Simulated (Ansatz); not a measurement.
# Nickel, beta-Sn type under revPBE: ground state and equation of state, part 2 of 2

What does revPBE give for nickel in the beta-Sn type structure? We relax it, solve it on a dense k-mesh, then scale the cell to 7 volumes from 88 to 112 % of the relaxed one and try a fit of the equation of state. Spin polarisation is left out, though the real metal is magnetic, so this state lies above the ground state. The k-meshes are 15×15×10 for the relaxation; 25×25×23 for the dense run; 17×17×16 for the volumes.

Ansatz 0.2.0; DFT, revPBE, plane waves (420 eV) with PAW, scalar-relativistic. Earlier steps stand in the parts before.

## (3) Single point on a dense mesh

The input, input.yaml:

```yaml
crystal:
  lattice:
    - [-2.9660166606, 2.9663436363, 1.2256011131]
    - [2.9663436363, -2.9660166606, 1.2256011131]
    - [1.5451105245, 1.5451105245, -1.2250022564]
  atoms:
    - { symbol: Ni, position: [2.09121e-05, 0.9999790879, 0.0] }
    - { symbol: Ni, position: [0.7499790879, 0.2500209121, 0.5] }
hamiltonian:
  xc: revpbe
  pseudopotentials:
    kind: paw
    azcp:
      Ni: "pseudopotentials/Ni.paw.azcp"
basis:
  ecutwfc: 420
  fft_grid_basis: typed
kpoints:
  mp_grid: { grid: [25, 25, 23], shift: [0, 0, 0] }
magnetization:
  spin_polarized: false
scf:
  occupations: { method: fermi_dirac, width: 0.1 }
output:
  write_density: true
  write_potential: true
  elf: true
  volumetric_format: npy
```

What it wrote:

```text
Warning: RAYON_NUM_THREADS=2 ignored (pool sized by the plan → 2); use --threads N
Engine: ansatz 0.2.0, aarch64-unknown-linux-gnu
Pseudopotentials: kind: paw
Pseudopotential: Ni, paw, valence charge 18, recommended cutoff 420 eV (normal), <dir>
Functional definition: revPBE
  parameter kappa = 1.245
  parameter beta = 0.06672455060314922
  exchange = pbe_x(kappa = kappa, mu = beta*pi^2/3)
  correlation = pbe_c(beta = beta)
Crystal: 2 atoms, lattice volume = 22.470 Å³
Basis set: ecut = 420 eV, 433 PW (Γ)
Bands: 22, of which v1, the nominal top of the filled ones, is band 18 counted from 1 (17 counted from 0)
Symmetry: 4 space group operations
Space group: C2/c (ITA 15), of the structure as read, at distance tolerance 2.8e-5 Å
k-points: 3744 of 14375
Non-local potential: Ni, projectors of the file, l = 0: 3, l = 1: 2, l = 2: 3, l = 3: 1
PAW form: soft (Blöchl's): semilocal exchange-correlation on the pseudo side does not see the compensation charge
PAW frozen core: Ni, regenerated for the run's functional, and the local potential with it (the file was generated under x = pbe(κ = 0.804, μ = 0.2195149727645171), c = pbe(β = 0.06672455060314922))
PAW one-centre angular grid: Ni, 590 points (default); XC on 64 Gauss nodes
Initial density: superposition of atomic densities (neutral atoms: chi_scale 0, normalization atom), corrected by the library's trained network
Initial wavefunctions: pseudopotential atomic-orbital guess
Functional: x = revpbe(κ = 1.245, μ = 0.2195149727645171), c = pbe(β = 0.06672455060314922)
SCF iter   1: F=—  HF=-11686.417044 eV  |F-HF|=—  |Δ(HF+E_count)|=         —  Δρ=6.30e-3  dr2=3.60e-3  ethr=1.77e-3  ⟨swp⟩=4.5  Hψ=298596  notcnv=0
preconditioner: auto → none  [metal: Δε(μ)=0.000 eV  Ē_g=8.353 eV  σ=0.100 eV  W_gap=0.00  n_scr=4 (ndim 8)  ℏωp=35.0 eV  f_vac=0.000  D(μ)=5.51/eV (n_scr^D=122)  sad-step TF]
SCF iter   2: F=—  HF=-11686.416864 eV  |F-HF|=—  |Δ(HF+E_count)|=   1.80e-4  Δρ=2.07e-3  dr2=3.52e-4  ethr=1.00e-5  ⟨swp⟩=2.2  Hψ=178416  notcnv=0
SCF iter   3: F=—  HF=-11686.416968 eV  |F-HF|=—  |Δ(HF+E_count)|=   1.04e-4  Δρ=4.83e-4  dr2=1.45e-5  ethr=9.78e-7  ⟨swp⟩=2.5  Hψ=124443  notcnv=0
SCF iter   4: F=—  HF=-11686.416983 eV  |F-HF|=—  |Δ(HF+E_count)|=   1.47e-5  Δρ=1.98e-4  dr2=1.64e-6  ethr=4.04e-8  ⟨swp⟩=2.4  Hψ=129434  notcnv=0
iter 5 did not close the SCF: its close was put off for the readings that it lacked (scf_convergence_deferred on its scf_iter line)
SCF iter   5: F=-11686.416983 eV  HF=-11686.416983 eV  |F-HF|=2.14e-8  |Δ(HF+E_count)|=   4.74e-7  Δρ=2.34e-5  dr2=5.19e-8  ethr=4.55e-9  ⟨swp⟩=1.3  Hψ=84827  notcnv=0
SCF iter   6: F=-11686.416983 eV  HF=-11686.416983 eV  |F-HF|=3.93e-9  |Δ(HF+E_count)|=   3.97e-8  Δρ=5.82e-6  dr2=3.17e-9  ethr=1.44e-10  ⟨swp⟩=1.3  Hψ=244614  notcnv=0
SCF 1 converged in 6 iterations: F = -11686.416983 eV  dr2 = 3.17e-9
SCF converged after 6 iterations
Free energy (F): -11686.416983 eV
Harris-Foulkes:  -11686.416983 eV  (|F-HF|=3.93e-9)
Internal energy: -11686.243291 eV  (E = F + TS)
E sigma→0 (E₀):  -11686.330137 eV
Entropy (-TS):   -0.173692 eV (-86.846 meV/atom)
Fermi energy:    17.399104 eV
--- Per-component energies (eV) ---
  E_band       = -587.746517
  E_kinetic    = 563.561841
  E_local      = -6998.961958  (includes V_loc(G=0)·N_el)
  E_nonlocal   = 1272.964746
  E_hartree    = 2922.628262
  E_xc         = -168.939205
  E_vxc        = -217.618722  (∫ρ·V_xc dr)
  E_paw        = -3268.465791  (= ΣΔE_a)
  E_vpaw       = -1052.945046  (= ΣTr[D̂ρ^β])
  E_aug_tail   = 0.001097  (compensation charges beyond the density's cutoff)
  E_ewald      = -6008.969317
  E_core_change = -0.062964  (= ΣΔE_core)
  E_smearing   = -0.173692  (= −TS)
  E_closure    = 0.000000  (closes the sum)
  Σ components = -11686.416983   (vs F -11686.416983, Δ=0.00e0)
--- Band table (eV; the first three rows and the last of 3744) ---
  k-point 0: bands = ["-85.6963", "-85.6663", "-46.1067", "-45.9890", "-45.9524", "-45.9052", "-45.9035", "-45.8955", "8.6536", "13.0664", "15.1954", "15.4977", "15.8854", "15.9040", "15.9678", "16.1282", "16.8516", "16.8843", "16.9029", "17.3760", "22.7756", "39.2236"]
  k-point 1: bands = ["-85.6958", "-85.6661", "-46.1054", "-45.9918", "-45.9555", "-45.9071", "-45.9041", "-45.8949", "8.7178", "13.1114", "15.1951", "15.4704", "15.9064", "15.9292", "15.9634", "16.1061", "16.5526", "16.8505", "16.8856", "17.7953", "22.7860", "38.3982"]
  k-point 2: bands = ["-85.6943", "-85.6654", "-46.1016", "-45.9998", "-45.9647", "-45.9117", "-45.9058", "-45.8941", "8.9090", "13.2428", "15.1873", "15.3921", "15.9306", "15.9604", "15.9997", "16.0448", "16.1454", "16.8466", "16.8884", "18.4472", "22.8192", "36.6827"]
  k-point 3743: bands = ["-85.6611", "-85.6609", "-46.1504", "-46.1502", "-45.9592", "-45.9583", "-45.9401", "-45.9400", "13.1520", "13.1631", "14.4620", "14.4643", "16.5769", "16.5793", "17.3939", "17.4243", "17.4359", "17.5026", "18.0390", "18.2129", "24.4904", "24.5732"]
```

Run time: 87 s. Hardware: 2 threads of Arm Neoverse N1, shared host; peak memory 1.6 GiB.

Axes a, b and c in the maps are those of this run's conventional cell (a, b, c = 2.451, 4.371, 8.390 Å).

Density in a lattice plane of the grid's cell (edges 2.45 and 8.39 Å, at 0.000 of the third edge), which holds Ni.

Values in e/Å³, 12 rows by 6 columns:
```
 2.34  1.13  0.33  0.22  0.33  1.13
 0.27  0.26  0.23  0.21  0.23  0.26
 0.31  0.33  0.33  0.33  0.33  0.33
 0.21  0.23  0.26  0.27  0.26  0.23
 0.22  0.33  1.13  2.33  1.13  0.33
 0.33  0.91 14.25 60.69 14.25  0.91
 0.22  0.33  1.13  2.34  1.13  0.33
 0.21  0.23  0.26  0.27  0.26  0.23
 0.33  0.33  0.33  0.31  0.33  0.33
 0.27  0.26  0.23  0.21  0.23  0.26
 2.33  1.13  0.33  0.22  0.33  1.13
60.69 14.25  0.91  0.33  0.91 14.25
```
Columns run along the first of these edges and rows up along the second, over one cell in 6 and 12 even steps from the bottom left corner. Atoms in the plane (fractional): Ni at (0.00, 1.00), Ni at (0.50, 0.50).

ELF in the same plane.

Values, 12 rows by 6 columns:
```
0.24 0.21 0.17 0.25 0.17 0.21
0.30 0.28 0.25 0.25 0.25 0.28
0.25 0.21 0.21 0.25 0.21 0.21
0.25 0.25 0.28 0.30 0.28 0.25
0.25 0.17 0.21 0.24 0.21 0.17
0.24 0.20 0.43 0.73 0.43 0.20
0.25 0.17 0.21 0.24 0.21 0.17
0.25 0.25 0.28 0.30 0.28 0.25
0.25 0.21 0.21 0.25 0.21 0.21
0.30 0.28 0.25 0.25 0.25 0.28
0.24 0.21 0.17 0.25 0.17 0.21
0.73 0.43 0.20 0.24 0.20 0.43
```
Columns run along the first of these edges and rows up along the second, over one cell in 6 and 12 even steps from the bottom left corner. Atoms in the plane (fractional): Ni at (0.00, 1.00), Ni at (0.50, 0.50).

Both are smooth fields of the valence electrons: close to the nuclei they are not physical.

## (4) At 88 % of the relaxed volume

The input, input.yaml:

```yaml
crystal:
  lattice:
    - [-2.8422862248, 2.8425995604, 1.1744739021]
    - [2.8425995604, -2.8422862248, 1.1744739021]
    - [1.4806546496, 1.4806546496, -1.1739000273]
  atoms:
    - { symbol: Ni, position: [2.09121e-05, 0.9999790879, 0.0] }
    - { symbol: Ni, position: [0.7499790879, 0.2500209121, 0.5] }
hamiltonian:
  xc: revpbe
  pseudopotentials:
    kind: paw
    azcp:
      Ni: "pseudopotentials/Ni.paw.azcp"
basis:
  ecutwfc: 420
  fft_grid_basis: typed
kpoints:
  mp_grid: { grid: [17, 17, 16], shift: [0, 0, 0] }
magnetization:
  spin_polarized: false
scf:
  occupations: { method: fermi_dirac, width: 0.1 }
  lower_state_search: "off"
output:
  stress: true
```

What it wrote, shortened:

```text
Warning: RAYON_NUM_THREADS=2 ignored (pool sized by the plan → 2); use --threads N
[...]
[... 3 set-up lines as earlier in the session ...]
[...]
Crystal: 2 atoms, lattice volume = 19.774 Å³
Basis set: ecut = 420 eV, 365 PW (Γ)
Bands: 22, of which v1, the nominal top of the filled ones, is band 18 counted from 1 (17 counted from 0)
[... 1 set-up line as earlier in the session ...]
Space group: C2/c (ITA 15), of the structure as read, at distance tolerance 2.7e-5 Å
k-points: 1233 of 4624
[...]
SCF iter   1: F=—  HF=-11686.181385 eV  |F-HF|=—  |Δ(HF+E_count)|=         —  Δρ=7.24e-3  dr2=3.74e-3  ethr=1.77e-3  ⟨swp⟩=4.8  Hψ=100055  notcnv=0
[...]
SCF iter   6: F=-11686.181409 eV  HF=-11686.181409 eV  |F-HF|=2.84e-9  |Δ(HF+E_count)|=   1.83e-8  Δρ=4.20e-6  dr2=2.95e-9  ethr=1.46e-10  ⟨swp⟩=3.7  Hψ=115621  notcnv=0
[...]
SCF converged after 6 iterations
Free energy (F): -11686.181409 eV
[...]
E sigma→0 (E₀):  -11686.103555 eV
Entropy (-TS):   -0.155708 eV (-77.854 meV/atom)
Fermi energy:    20.428325 eV
[...]
--- Stress (GPa, compression-positive) ---
       31.998721       0.458642      -0.027440
        0.458642      31.998721      -0.027440
       -0.027440      -0.027440      30.958156
  P = ⅓ Tr σ = 31.6519 GPa (316.519 kbar)
```

Run time: 25 s. Hardware: 2 threads of Arm Neoverse N1, shared host; peak memory 0.68 GiB.

## (5) At 92 % of the relaxed volume

input.yaml, as its differences from that of step 4:

```diff
@@ -2,5 +2,5 @@
   lattice:
-    - [-2.8422862248, 2.8425995604, 1.1744739021]
-    - [2.8425995604, -2.8422862248, 1.1744739021]
-    - [1.4806546496, 1.4806546496, -1.1739000273]
+    - [-2.8847146624, 2.8850326754, 1.192005948]
+    - [2.8850326754, -2.8847146624, 1.192005948]
+    - [1.5027572314, 1.5027572314, -1.1914235067]
   atoms:
```

What it wrote, shortened:

```text
Warning: RAYON_NUM_THREADS=2 ignored (pool sized by the plan → 2); use --threads N
[...]
[... 3 set-up lines as earlier in the session ...]
[...]
Crystal: 2 atoms, lattice volume = 20.673 Å³
Basis set: ecut = 420 eV, 389 PW (Γ)
Bands: 22, of which v1, the nominal top of the filled ones, is band 18 counted from 1 (17 counted from 0)
[... 2 set-up lines as earlier in the session ...]
k-points: 1233 of 4624
[...]
SCF iter   1: F=—  HF=-11686.320749 eV  |F-HF|=—  |Δ(HF+E_count)|=         —  Δρ=6.81e-3  dr2=3.63e-3  ethr=1.77e-3  ⟨swp⟩=4.6  Hψ=99421  notcnv=0
[...]
SCF iter   6: F=-11686.320759 eV  HF=-11686.320759 eV  |F-HF|=2.80e-9  |Δ(HF+E_count)|=   3.35e-8  Δρ=5.23e-6  dr2=2.26e-9  ethr=1.57e-10  ⟨swp⟩=3.4  Hψ=113546  notcnv=0
[...]
SCF converged after 6 iterations
Free energy (F): -11686.320759 eV
[...]
E sigma→0 (E₀):  -11686.239677 eV
Entropy (-TS):   -0.162165 eV (-81.083 meV/atom)
Fermi energy:    19.329308 eV
[...]
--- Stress (GPa, compression-positive) ---
       18.733664       0.279879      -0.025481
        0.279879      18.733664      -0.025481
       -0.025481      -0.025481      18.169715
  P = ⅓ Tr σ = 18.5457 GPa (185.457 kbar)
```

Run time: 24 s. Hardware: 2 threads of Arm Neoverse N1, shared host; peak memory 0.69 GiB.

## (6) At 96 % of the relaxed volume

input.yaml, as its differences from that of step 5:

```diff
@@ -2,5 +2,5 @@
   lattice:
-    - [-2.8847146624, 2.8850326754, 1.192005948]
-    - [2.8850326754, -2.8847146624, 1.192005948]
-    - [1.5027572314, 1.5027572314, -1.1914235067]
+    - [-2.9259304404, 2.926252997, 1.2090369054]
+    - [2.926252997, -2.9259304404, 1.2090369054]
+    - [1.5242280926, 1.5242280926, -1.2084461424]
   atoms:
@@ -26 +26,5 @@
   stress: true
+  write_density: true
+  write_potential: true
+  elf: true
+  volumetric_format: npy
```

What it wrote, shortened:

```text
Warning: RAYON_NUM_THREADS=2 ignored (pool sized by the plan → 2); use --threads N
[...]
[... 3 set-up lines as earlier in the session ...]
[...]
Crystal: 2 atoms, lattice volume = 21.572 Å³
Basis set: ecut = 420 eV, 411 PW (Γ)
Bands: 22, of which v1, the nominal top of the filled ones, is band 18 counted from 1 (17 counted from 0)
[... 2 set-up lines as earlier in the session ...]
k-points: 1233 of 4624
[...]
SCF iter   1: F=—  HF=-11686.394671 eV  |F-HF|=—  |Δ(HF+E_count)|=         —  Δρ=6.45e-3  dr2=3.53e-3  ethr=1.77e-3  ⟨swp⟩=4.5  Hψ=98785  notcnv=0
[...]
SCF iter   6: F=-11686.394652 eV  HF=-11686.394652 eV  |F-HF|=4.07e-9  |Δ(HF+E_count)|=   3.77e-8  Δρ=6.07e-6  dr2=2.94e-9  ethr=1.54e-10  ⟨swp⟩=6.7  Hψ=180398  notcnv=0
[...]
SCF converged after 6 iterations
Free energy (F): -11686.394652 eV
[...]
E sigma→0 (E₀):  -11686.310438 eV
Entropy (-TS):   -0.168428 eV (-84.214 meV/atom)
Fermi energy:    18.322841 eV
[...]
--- Stress (GPa, compression-positive) ---
        8.267093       0.135322      -0.023183
        0.135322       8.267093      -0.023183
       -0.023183      -0.023183       8.081706
  P = ⅓ Tr σ = 8.2053 GPa (82.053 kbar)
--- Band table (eV; the first three rows and the last of 1233) ---
  k-point 0: bands = ["-84.8493", "-84.8133", "-45.2738", "-45.1295", "-45.0873", "-45.0399", "-45.0380", "-45.0288", "9.2920", "13.7694", "15.9866", "16.3073", "16.7197", "16.7379", "16.8072", "16.9783", "17.7355", "17.7450", "17.7794", "18.3044", "23.9729", "40.5617"]
[...]
```

It took 37 s on 2 threads of Arm Neoverse N1, shared host; peak memory 0.71 GiB.

## (7) At 100 % of the relaxed volume

input.yaml, as its differences from that of step 6:

```diff
@@ -2,5 +2,5 @@
   lattice:
-    - [-2.9259304404, 2.926252997, 1.2090369054]
-    - [2.926252997, -2.9259304404, 1.2090369054]
-    - [1.5242280926, 1.5242280926, -1.2084461424]
+    - [-2.9660166606, 2.9663436363, 1.2256011131]
+    - [2.9663436363, -2.9660166606, 1.2256011131]
+    - [1.5451105245, 1.5451105245, -1.2250022564]
   atoms:
@@ -26,5 +26 @@
   stress: true
-  write_density: true
-  write_potential: true
-  elf: true
-  volumetric_format: npy
```

What it wrote, shortened:

```text
Warning: RAYON_NUM_THREADS=2 ignored (pool sized by the plan → 2); use --threads N
[...]
[... 3 set-up lines as earlier in the session ...]
[...]
Crystal: 2 atoms, lattice volume = 22.470 Å³
Basis set: ecut = 420 eV, 433 PW (Γ)
Bands: 22, of which v1, the nominal top of the filled ones, is band 18 counted from 1 (17 counted from 0)
[... 2 set-up lines as earlier in the session ...]
k-points: 1233 of 4624
[...]
SCF iter   1: F=—  HF=-11686.416924 eV  |F-HF|=—  |Δ(HF+E_count)|=         —  Δρ=6.23e-3  dr2=3.51e-3  ethr=1.77e-3  ⟨swp⟩=4.5  Hψ=98346  notcnv=0
[...]
SCF iter   6: F=-11686.416879 eV  HF=-11686.416879 eV  |F-HF|=3.78e-9  |Δ(HF+E_count)|=   3.80e-8  Δρ=5.95e-6  dr2=2.96e-9  ethr=1.40e-10  ⟨swp⟩=2.9  Hψ=106388  notcnv=0
[...]
SCF converged after 6 iterations
Free energy (F): -11686.416879 eV
[...]
E sigma→0 (E₀):  -11686.329627 eV
Entropy (-TS):   -0.174505 eV (-87.253 meV/atom)
Fermi energy:    17.397944 eV
[...]
--- Stress (GPa, compression-positive) ---
        0.002205       0.019079      -0.020940
        0.019079       0.002205      -0.020940
       -0.020940      -0.020940       0.116930
  P = ⅓ Tr σ = 0.0404 GPa (0.404 kbar)
```

Wall time 26 s (2 threads of Arm Neoverse N1, shared host); peak memory 0.73 GiB.

## (8) At 104 % of the relaxed volume

input.yaml, as its differences from that of step 7:

```diff
@@ -2,5 +2,5 @@
   lattice:
-    - [-2.9660166606, 2.9663436363, 1.2256011131]
-    - [2.9663436363, -2.9660166606, 1.2256011131]
-    - [1.5451105245, 1.5451105245, -1.2250022564]
+    - [-3.0050476715, 3.0053789501, 1.2417292931]
+    - [3.0053789501, -3.0050476715, 1.2417292931]
+    - [1.5654432578, 1.5654432578, -1.2411225558]
   atoms:
```

What it wrote, shortened:

```text
Warning: RAYON_NUM_THREADS=2 ignored (pool sized by the plan → 2); use --threads N
[...]
[... 3 set-up lines as earlier in the session ...]
[...]
Crystal: 2 atoms, lattice volume = 23.369 Å³
Basis set: ecut = 420 eV, 453 PW (Γ)
Bands: 22, of which v1, the nominal top of the filled ones, is band 18 counted from 1 (17 counted from 0)
[... 1 set-up line as earlier in the session ...]
Space group: C2/c (ITA 15), of the structure as read, at distance tolerance 2.9e-5 Å
k-points: 1233 of 4624
[...]
SCF iter   1: F=—  HF=-11686.398391 eV  |F-HF|=—  |Δ(HF+E_count)|=         —  Δρ=6.06e-3  dr2=3.48e-3  ethr=1.77e-3  ⟨swp⟩=4.4  Hψ=98216  notcnv=0
[...]
SCF iter   6: F=-11686.398320 eV  HF=-11686.398320 eV  |F-HF|=3.74e-9  |Δ(HF+E_count)|=   3.61e-8  Δρ=5.90e-6  dr2=2.95e-9  ethr=1.37e-10  ⟨swp⟩=2.7  Hψ=106272  notcnv=0
[...]
SCF converged after 6 iterations
Free energy (F): -11686.398320 eV
[...]
E sigma→0 (E₀):  -11686.308114 eV
Entropy (-TS):   -0.180411 eV (-90.206 meV/atom)
Fermi energy:    16.545273 eV
[...]
--- Stress (GPa, compression-positive) ---
       -6.519638      -0.074228      -0.018618
       -0.074228      -6.519638      -0.018618
       -0.018618      -0.018618      -6.168958
  P = ⅓ Tr σ = -6.4027 GPa (-64.027 kbar)
```

It took 26 s on 2 threads of Arm Neoverse N1, shared host; peak memory 0.74 GiB.

## (9) At 108 % of the relaxed volume

input.yaml, as its differences from that of step 8:

```diff
@@ -2,5 +2,5 @@
   lattice:
-    - [-3.0050476715, 3.0053789501, 1.2417292931]
-    - [3.0053789501, -3.0050476715, 1.2417292931]
-    - [1.5654432578, 1.5654432578, -1.2411225558]
+    - [-3.0430902882, 3.0434257606, 1.2574490542]
+    - [3.0434257606, -3.0430902882, 1.2574490542]
+    - [1.5852610991, 1.5852610991, -1.2568346359]
   atoms:
```

What it wrote, shortened:

```text
Warning: RAYON_NUM_THREADS=2 ignored (pool sized by the plan → 2); use --threads N
[...]
[... 3 set-up lines as earlier in the session ...]
[...]
Crystal: 2 atoms, lattice volume = 24.268 Å³
Basis set: ecut = 420 eV, 497 PW (Γ)
Bands: 22, of which v1, the nominal top of the filled ones, is band 18 counted from 1 (17 counted from 0)
[... 2 set-up lines as earlier in the session ...]
k-points: 1233 of 4624
[...]
SCF iter   1: F=—  HF=-11686.347675 eV  |F-HF|=—  |Δ(HF+E_count)|=         —  Δρ=5.89e-3  dr2=3.39e-3  ethr=1.77e-3  ⟨swp⟩=4.3  Hψ=98144  notcnv=0
[...]
SCF iter   6: F=-11686.347597 eV  HF=-11686.347597 eV  |F-HF|=3.94e-9  |Δ(HF+E_count)|=   3.39e-8  Δρ=5.82e-6  dr2=3.05e-9  ethr=1.35e-10  ⟨swp⟩=2.4  Hψ=105613  notcnv=0
[...]
SCF converged after 6 iterations
Free energy (F): -11686.347597 eV
[...]
E sigma→0 (E₀):  -11686.254517 eV
Entropy (-TS):   -0.186159 eV (-93.080 meV/atom)
Fermi energy:    15.756848 eV
[...]
--- Stress (GPa, compression-positive) ---
      -11.655841      -0.148336      -0.016529
       -0.148336     -11.655841      -0.016529
       -0.016529      -0.016529     -11.120530
  P = ⅓ Tr σ = -11.4774 GPa (-114.774 kbar)
```

Wall time 28 s (2 threads of Arm Neoverse N1, shared host); peak memory 0.75 GiB.

## (10) At 112 % of the relaxed volume

input.yaml, as its differences from that of step 9:

```diff
@@ -2,5 +2,5 @@
   lattice:
-    - [-3.0430902882, 3.0434257606, 1.2574490542]
-    - [3.0434257606, -3.0430902882, 1.2574490542]
-    - [1.5852610991, 1.5852610991, -1.2568346359]
+    - [-3.0802048032, 3.0805443671, 1.2727853102]
+    - [3.0805443671, -3.0802048032, 1.2727853102]
+    - [1.604595457, 1.604595457, -1.2721633983]
   atoms:
@@ -26 +26,5 @@
   stress: true
+  write_density: true
+  write_potential: true
+  elf: true
+  volumetric_format: npy
```

What it wrote, shortened:

```text
Warning: RAYON_NUM_THREADS=2 ignored (pool sized by the plan → 2); use --threads N
[...]
[... 3 set-up lines as earlier in the session ...]
[...]
Crystal: 2 atoms, lattice volume = 25.167 Å³
Basis set: ecut = 420 eV, 501 PW (Γ)
Bands: 22, of which v1, the nominal top of the filled ones, is band 18 counted from 1 (17 counted from 0)
[... 2 set-up lines as earlier in the session ...]
k-points: 1233 of 4624
[...]
SCF iter   1: F=—  HF=-11686.271659 eV  |F-HF|=—  |Δ(HF+E_count)|=         —  Δρ=5.66e-3  dr2=3.25e-3  ethr=1.77e-3  ⟨swp⟩=4.3  Hψ=97991  notcnv=0
[...]
SCF iter   6: F=-11686.271586 eV  HF=-11686.271586 eV  |F-HF|=3.55e-9  |Δ(HF+E_count)|=   3.15e-8  Δρ=5.77e-6  dr2=2.76e-9  ethr=1.30e-10  ⟨swp⟩=5.9  Hψ=177568  notcnv=0
[...]
SCF converged after 6 iterations
Free energy (F): -11686.271586 eV
[...]
E sigma→0 (E₀):  -11686.175704 eV
Entropy (-TS):   -0.191766 eV (-95.883 meV/atom)
Fermi energy:    15.025819 eV
[...]
--- Stress (GPa, compression-positive) ---
      -15.684035      -0.207266      -0.014590
       -0.207266     -15.684035      -0.014590
       -0.014590      -0.014590     -15.005994
  P = ⅓ Tr σ = -15.4580 GPa (-154.580 kbar)
--- Band table (eV; the first three rows and the last of 1233) ---
  k-point 0: bands = ["-87.8751", "-87.8573", "-48.2584", "-48.1934", "-48.1689", "-48.1240", "-48.1228", "-48.1201", "7.0386", "11.2551", "13.1520", "13.4103", "13.7373", "13.7556", "13.8064", "13.9388", "14.5534", "14.5820", "14.7777", "14.9922", "19.7090", "35.6581"]
[...]
```

Run time: 39 s. Hardware: 2 threads of Arm Neoverse N1, shared host; peak memory 0.76 GiB.

## (11) Energy and pressure against volume

The cell was scaled evenly, with its shape and the fractional positions fixed.

```csv
V (Å³/atom),E − E₀ (meV/atom),P from the stress (GPa),P from the fit (GPa)
9.887,113.1,31.65,31.10
10.336,45.0,18.55,17.97
10.786,9.6,8.21,7.65
11.235,0.0,0.04,-0.49
11.685,10.8,-6.40,-6.91
12.134,37.6,-11.48,-11.98
12.583,77.0,-15.46,-15.97
```

Fit (Birch-Murnaghan, third order): V₀ = 11.205 Å³/atom, B₀ = 183 GPa, B₀′ = 4.9, largest residual 0.02 meV/atom.

The fit is made to E(σ → 0), while the stress belongs to the free energy F; that is one source of the offset between the two pressures.

## (12) Summary of results

The summary covers parts 1 to 2.

| quantity | value |
| --- | --- |
| space group (spins left aside) | Fddd (No. 70) |
| conventional cell | a = 2.451 Å, b = 4.371 Å, c = 8.390 Å |
| volume | 11.235 Å³/atom |
| shortest distance | 2.443 Å |
| gap on the mesh | none (levels filled in part) |
| relative to fcc, ferromagnetic | +130 meV/atom |
| V₀, B₀, B₀′ | 11.205 Å³/atom, 183 GPa, 4.9 |

What this shows: From the guessed start the volume shrank by 2.2 % in 22 steps. The cell has left its prototype: it ends as Fddd. What follows belongs to that structure, not to the type named at the start. The mesh has less symmetry than the lattice, which may have let the distortion in. Against the reference form of nickel (fcc, ferromagnetic, computed apart with the same settings) it stands 130 meV/atom higher; part of this is magnetic energy, as this run has no moments. Levels at the Fermi energy are filled in part, as in a metal. B₀ comes out at 183 GPa; letting shape and positions relax at each volume could only lower it.
